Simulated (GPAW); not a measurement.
Crystal: Au.

```
Au
1.0
     0.00000    2.03500    2.03500
     2.03500    0.00000    2.03500
     2.03500    2.03500    0.00000
Au
1
Direct
  0.00000 0.00000 0.00000
```

| Quantity | Value |
| --- | --- |
| Program | GPAW 26.7.0 |
| Task | relaxation of cell and atoms |
| Functional | revPBE |
| Dispersion | D4 |
| Potentials or basis | the program's PAW data sets (release 1.2.1) made for this functional |
| Cutoff | 600 eV |
| Basis | pw |
| k mesh | 11 × 11 × 11 |
| Occupations | fermi-dirac, width 0.05 eV |
| Spin | no spin polarisation |

At the start: pressure 5.8 GPa; volume 16.85 Å³/atom.

Task: How do energy, volume and symmetry change on relaxing?

Result: Over 3 steps the energy falls by 9.9 meV/atom and the volume is 17.40 Å³/atom (+3.2 %); space group Fm-3m (No. 225, to 0.05 Å).

Step by step:
| step | energy change (eV) | largest force (eV/Å) | pressure (GPa) | volume (Å³) |
| --- | --- | --- | --- | --- |
| 1 | 0.0000 | 0.0000 | 5.75 | 16.85 |
| 2 | -0.0095 | 0.0000 | 1.03 | 17.30 |
| 3 | -0.0099 | 0.0000 | 0.06 | 17.40 |

Final structure:
```yaml
crystal:
  lattice:
    - [0.00000, 2.05666, 2.05666]
    - [2.05666, 0.00000, 2.05666]
    - [2.05666, 2.05666, 0.00000]
  atoms:
    - { symbol: Au, position: [0.00000, 0.00000, 0.00000] }
```

Caveat: with this Au data set, volumes or pressures lay over 1.5 % or 2 GPa off other programs in two to four cells of ten; later steps reuse the first step's grids; pairwise dispersion overbinds metals, which lowers pressure and volume.
